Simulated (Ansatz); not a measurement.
# BeSe (F-43m) at 3 levels of theory

One geometry, relaxed with PBE; plane waves with PAW potentials in Ansatz, scalar-relativistic. No spin polarisation. Gaps are the least over mesh and band path; pressure is positive in compression, and isn't given for hybrids.

```cif
data_structure
_symmetry_space_group_name_H-M 'F-43m'
_symmetry_Int_Tables_number 216
_cell_length_a 5.1775
_cell_length_b 5.1775
_cell_length_c 5.1775
_cell_angle_alpha 90.000
_cell_angle_beta 90.000
_cell_angle_gamma 90.000
_cell_volume 138.79
loop_
_atom_site_label
_atom_site_type_symbol
_atom_site_symmetry_multiplicity
_atom_site_Wyckoff_symbol
_atom_site_fract_x
_atom_site_fract_y
_atom_site_fract_z
_atom_site_occupancy
Be1 Be 4 a 0.00000 0.00000 0.00000 1
Se1 Se 4 c 0.25000 0.25000 0.25000 1
```

```csv
level,cutoff (eV),k mesh,gap (eV),pressure (GPa)
PBE,420,8×8×8,2.67,0.0
```

Task: What comes out on the same cell with HSE06, PBEsol?

Result:
```csv
level,cutoff (eV),k mesh,gap (eV),pressure (GPa)
HSE06,420,6×6×6,3.51,-
PBEsol,420,8×8×8,2.53,-2.1
```

It was relaxed from a cell as deposited in COD.
